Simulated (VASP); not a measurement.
Input of a VASP 6.6.1 run:

The input INCAR:

```
SYSTEM = HfO2
PREC = Accurate
ENCUT = 520
EDIFF = 1E-6
ISMEAR = 0
SIGMA = 0.1
LREAL = .False.
LASPH = .True.
NELM = 100
ALGO = Normal
ISIF = 2
LWAVE = .False.
LCHARG = .True.
GGA = PE
LELF = .True.
LVHAR = .True.
NBANDS = 18
```

KPOINTS

```
regular mesh
0
Gamma
  6 6 6
  0 0 0
```

File POSCAR:

```
HfO2
1.0
   -0.0030415646      2.5605531559      2.5410665083
    2.5326840176     -0.0040260401      2.5661220279
    2.5626530692      2.5340470594      0.0070671508
Hf O
1 2
Direct
   -0.0158838940      0.0239759018     -0.0074573865
    0.2343650186      0.2741861381      0.2419564073
    0.7339623645      0.7740875794      0.7424513975
```

Potentials or basis: VASP PAW PBE potentials, release 64 (Hf_pv, O).

Command:

```sh
$ cat potpaw_PBE.64/Hf_pv/POTCAR potpaw_PBE.64/O/POTCAR > POTCAR
$ mpirun -np 1 vasp_std > vasp.out
```

Task: What does it give for the band gap on the k mesh?

Result: 3.75 eV, direct.

Task: What does it give for the largest force?

Result: 0.011 eV/Å.

Task: Estimate the pressure.

Result: -3.8 GPa.

Stress tensor (GPa, compression positive):
```
-3.79  0.02  0.02
 0.02 -3.80 -0.04
 0.02 -0.04 -3.94
```

Caveat: spin-orbit coupling is left out, which moves the levels of the heavy elements. A k mesh can miss the band edges.
